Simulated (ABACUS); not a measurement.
Crystal: Si.

```
Si
1.0
     3.83132    0.00000    0.00000
    -1.91566    3.31802    0.00000
     0.00000    0.00000    6.33262
Si
4
Direct
  0.66667 0.33333 0.93699
  0.33333 0.66667 0.06301
  0.33333 0.66667 0.43699
  0.66667 0.33333 0.56301
```

This isn't the form of Si at room conditions, which is diamond.

Base run:

* Program: ABACUS 3.10.1
* Functional: PBE
* Potentials or basis: SG15 ONCV 1.2 PBE
* Cutoff: 816 eV
* Density cutoff: 3265 eV
* Basis: plane waves
* k mesh: 6 × 6 × 3
* Occupations: fermi-dirac, width 0.05 eV
* Spin: no spin polarisation

Its results: band gap on the k mesh 0.40 eV, indirect (least direct gap 1.01 eV); pressure 1.9 GPa; largest force 0.010 eV/Å.

**Question.** The run is repeated on the same cell with these changes: potentials or basis from SG15 ONCV 1.2 PBE to PseudoDojo NC SR 0.4.1 PBE standard; cutoff from 816 eV to 490 eV; density cutoff from 3265 eV to 1959 eV. What comes out?

**Answer.** Band gap on the k mesh 0.41 eV, indirect (least direct gap 1.02 eV); pressure 1.4 GPa; largest force 0.010 eV/Å.

Caveats: an odd mesh through Γ misses points on the zone boundary, where band edges often lie.
